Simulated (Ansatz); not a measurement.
A calculation with Ansatz 0.2.0 of CsH (native input, structure typed inline):

File input.yaml:

```yaml
crystal:
  lattice:
    - [3.81840854, 0.0, 0.0]
    - [0.0, 3.81840854, 0.0]
    - [0.0, 0.0, 3.81840854]
  atoms:
    - { symbol: Cs, position: [0.0, 0.0, 0.0] }
    - { symbol: H, position: [0.5, 0.5, 0.5] }
hamiltonian:
  xc: blyp
  pseudopotentials: { kind: paw, source: ansatz }
kpoints:
  mp_grid: { grid: [7, 7, 7] }
scf:
  occupations: { method: methfessel_paxton, width: 0.05 }
  n_extra_bands: 12
output:
  eigenvalues: true
  optics: { e_range: [0, 14], sigma: 0.05, nscf_kmesh: { grid: [10, 10, 10] } }
```

Potentials or basis: Ansatz PAW earlier set.

The run is started by

```bash
$ ansatz run input.yaml --threads 2 --pin off --max-ram 5120MiB --backend cpu --events-out ev --progress --plain --runs-dir out
```

The cell comes from a database or a generator and needn't be the stable form of this composition.

Write the same calculation in another form: ASE script, Cartesian positions.

As run:

Contents of run.py:

```python
import json

import numpy as np

import ansatz as az

calculation = (
    az.Crystal.from_extxyz("CsH.xyz")
    .calculation()
    .kpoints(7, 7, 7)
    .functional("blyp")
    .pseudopotentials(kind="paw", source="ansatz")
    .scf(extra_bands=12)
    .occupations(method="methfessel_paxton", width=0.05)
    .optics(energy_range=(0.0, 14.0), broadening_width=0.05, nscf_kmesh=(10, 10, 10))
    .band_table(publish=True)
)
outcome = calculation.run(threads=2, events_out="events.jsonl")

report = outcome.report
for line in open("events.jsonl"):
    event = json.loads(line)
    if event["event"] == "scf_iter":
        d = event["data"]
        print(f"SCF {d['iter']:3d}  HF = {d['harris_foulkes_ev']:.6f} eV  dr2 = {d['dr2_ev']:.2e} eV")
    elif event["event"] in ("relax_step", "md_step"):
        d = event["data"]
        print(f"{event['event']} {d['step']:3d}  E = {d['lagrangian_ev']:.6f} eV")
np.set_printoptions(precision=5, suppress=True, linewidth=110)
print("converged:", report["converged"], "after", report["n_iterations"], "iterations")
print(f"free energy {report['free_energy_ev']:.6f} eV, Fermi level {report['fermi_energy_ev']:.4f} eV")
for key in ("band_edges_ev", "magnetization_mub", "site_moments_mub", "site_moments_nc_mub", "forces_ev_ang",
                "stress_gpa"):
    if report.get(key) is not None:
        print(key, np.array(report[key]), sep="\n")
```

Contents of CsH.xyz:

```xyz
2
Lattice="3.8184085400 0.0000000000 0.0000000000 0.0000000000 3.8184085400 0.0000000000 0.0000000000 0.0000000000 3.8184085400" Properties=species:S:1:pos:R:3 pbc="T T T"
Cs     0.0000000000      0.0000000000      0.0000000000
H      1.9092042700      1.9092042700      1.9092042700
```

Potentials or basis: Ansatz PAW earlier set.

The run is started by

```sh
$ python run.py
```

Both were run:

|  | native input, structure typed inline | ASE script, Cartesian positions |
| --- | --- | --- |
| Band gap on the k mesh | 3.24 eV, indirect (least direct gap 3.32 eV) | 3.24 eV, indirect (least direct gap 3.32 eV) |

Keys that steer only the numerical path or the files written may differ.

Caveat: odd divisions of the mesh miss points on the zone boundary, where band edges often lie, so the gap on the mesh can be too wide; spin-orbit coupling is left out, which moves the levels of the heavy elements.
